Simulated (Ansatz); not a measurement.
# CdTe: equation of state with revPBE+D3(BJ)+ATM

**The experiment to reproduce.**

From “Multiscale insight into the Cd1-xZnxTe vibrational-mechanical properties -- High-pressure experiments and ab initio calculations”, 2023, arxiv:2306.14539, for a powder of CdTe: bulk modulus 42 ± 2 GPa.

The system is CdTe.

```
Te Cd
1.0
     0.00000    3.20500    3.20500
     3.20500    0.00000    3.20500
     3.20500    3.20500    0.00000
Te Cd
1 1
Direct
  0.75000 0.75000 0.75000
  0.00000 0.00000 0.00000
```

```yaml
Program: Ansatz 0.2.0
Task: equation of state
Functional: revPBE
Dispersion: D3(BJ)+ATM
Potentials_or_basis: all-electron LAPW, scalar-relativistic
Basis_error_allowed: 0.001 eV/atom
k_mesh: 7 × 7 × 7
Occupations: tetrahedron
Spin: collinear spin, ferromagnetic start
Starting_moments: "[0.5, 0.0] μB"
```

```yaml
Equilibrium_volume: 34.29 Å³/atom
Bulk_modulus: 40 GPa
Pressure_derivative_of_the_bulk_modulus: 4.8
```

Energy against volume, from the lowest point:
| volume (Å³/atom) | energy (meV/atom) |
| --- | --- |
| 30.947 | 50.10 |
| 31.605 | 30.99 |
| 32.263 | 16.94 |
| 32.922 | 7.40 |
| 33.580 | 1.89 |
| 34.239 | 0.00 |
| 34.897 | 1.32 |

All runs of the series together: 4 min on 1 thread of Arm Neoverse V2, with other jobs on the host.

Against the measured bulk modulus of CdTe, 42 GPa (powder; quoted in “Multiscale insight into the Cd1-xZnxTe vibrational-mechanical properties -- High-pressure experiments and ab initio calculations”, 2023, arxiv:2306.14539), the calculated 40 GPa is off by -3.6 %. The fit is for a static lattice scaled at fixed shape and fixed fractional positions.

Caveat: with tetrahedron occupations forces and stress needn't match the slope of the energy; the starting moments weren't kept. The run has no spin-orbit coupling, so splittings on Te are missing.
